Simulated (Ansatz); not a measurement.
The cell is zincblende LiH; cell and atoms were relaxed with r2SCAN. Space group F-43m (No. 216), cubic; a = 4.290 Å in the conventional setting, 9.87 Å³ an atom. Li is surrounded by 4 H at 1.86 Å; H is surrounded by 4 Li at 1.86 Å.

```xyz
2
Lattice="0.0000 2.1451 2.1451 2.1451 0.0000 2.1451 2.1451 2.1451 0.0000" Properties=species:S:1:pos:R:3 pbc="T T T"
Li    0.0000    0.0000    0.0000
H     1.0726    1.0726    1.0726
```

4 runs of Ansatz 0.2.0 on this cell differ in the functional (and in the settings that go with it). Levels are in eV from each run's valence top; v1 is the last filled band, c1 the first empty one.

Run A, mean stress -2.1 GPa (compression positive):

| point | v2 | v1 | c1 | c2 |
| --- | --- | --- | --- | --- |
| Γ | -42.46 | -3.79 | 13.07 | 16.77 |
| X | -42.43 | -0.39 | 6.92 | 9.71 |
| U | -42.43 | -0.18 | 5.27 | 8.20 |
| L | -42.43 | -1.12 | 3.93 | 14.63 |

Run B, mean stress -0.3 GPa (compression positive):

| point | v2 | v1 | c1 | c2 |
| --- | --- | --- | --- | --- |
| Γ | -46.28 | -4.21 | 15.41 | 19.69 |
| X | -46.25 | -0.38 | 9.06 | 12.00 |
| U | -46.25 | -0.18 | 7.48 | 10.43 |
| L | -46.25 | -1.19 | 5.97 | 17.43 |

Run C, mean stress -0.4 GPa (compression positive):

| point | v2 | v1 | c1 | c2 |
| --- | --- | --- | --- | --- |
| Γ | -46.96 | -4.32 | 15.95 | 20.27 |
| X | -46.93 | -0.39 | 9.50 | 12.47 |
| U | -46.93 | -0.19 | 7.92 | 10.89 |
| L | -46.94 | -1.22 | 6.39 | 17.99 |

Run D, mean stress -0.1 GPa (compression positive):

| point | v2 | v1 | c1 | c2 |
| --- | --- | --- | --- | --- |
| Γ | -43.34 | -3.71 | 13.06 | 17.25 |
| X | -43.31 | -0.35 | 7.17 | 9.95 |
| U | -43.31 | -0.16 | 5.60 | 8.45 |
| L | -43.32 | -1.07 | 4.20 | 15.04 |

Question: Match the runs to LDA, PBE, DDH-PBE0, PBE0.

Answer: A is LDA, B is PBE0, C is DDH-PBE0, D is PBE. In order of the gap: LDA 3.93, PBE 4.20, PBE0 5.97, DDH-PBE0 6.39 eV.

The cell comes from a prototype generator: it can be a known phase or a hypothetical one. Spin polarisation is off.

The program warns that its thresholds are loose for a hybrid's stress.

The meshes of the hybrids are coarse, so their gaps aren't converged to the digits shown.
